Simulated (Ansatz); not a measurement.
With the program Ansatz at the r²SCAN level (PAW), ZrO$_{2}$ in the monoclinic phase (P2_1/c; Zr on 4e, O on 4e, O on 4e) relaxes to a = 5.152 Å, b = 5.227 Å, c = 5.329 Å, β = 99.4°. Its formation energy from the elements is -3.72 eV/atom, with no fitted shifts.

The Kohn–Sham gap is 4.16 eV (indirect).

The r²SCAN relaxation kept the symmetry of its start. The run is not spin-polarised. The references are the lowest solids computed at this level, not always the standard phases (solids in place of the gases). Scalar-relativistic: spin–orbit coupling is off unless named, which matters more the heavier the elements.

Potentials: the earlier of the program's two PAW sets.
